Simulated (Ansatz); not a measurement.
**Ca: single point with RPBE**

The system is Ca.

```xyz
1
Lattice="3.4887 0.0000 0.0000 0.0000 3.4887 0.0000 0.0000 0.0000 3.4887" Properties=species:S:1:pos:R:3 pbc="T T T"
Ca    0.0000    0.0000    0.0000
```

This isn't the form of Ca at room conditions, which is fcc.

```
Program             : Ansatz 0.2.0
Task                : single point
Functional          : RPBE
Potentials or basis : all-electron LAPW, scalar-relativistic
Cutoff              : 111 eV (chosen from the basis error)
Basis error allowed : 0.001 eV/atom
k mesh              : 8 × 8 × 8
Occupations         : gaussian, width 0.05 eV
Spin                : no spin polarisation
```

* Pressure: 1.1 GPa
* Band gap on the k mesh: none (metal or under the smearing width)

Levels at points of the mesh, in eV from the Fermi level:
```tsv
k point	band 1	band 2	band 3	band 4	band 5	band 6	band 7	band 8	band 9
(0.00, 0.00, 0.00)	-42.34	-23.16	-23.16	-23.16	-3.85	0.88	0.88	4.15	4.15
(0.00, 0.00, -0.50)	-42.32	-23.38	-23.15	-23.15	-1.12	-0.53	1.39	2.92	2.92
(0.00, -0.50, -0.50)	-42.30	-23.35	-23.35	-23.13	-0.39	1.01	2.41	2.41	3.22
(-0.50, -0.50, -0.50)	-42.29	-23.33	-23.33	-23.33	0.70	0.70	0.70	4.91	4.91
```

It took 5.2 s on 1 thread of Intel(R) Xeon(R) Processor @ 2.70GHz, with other jobs on the host, peak memory 0.22 GiB.
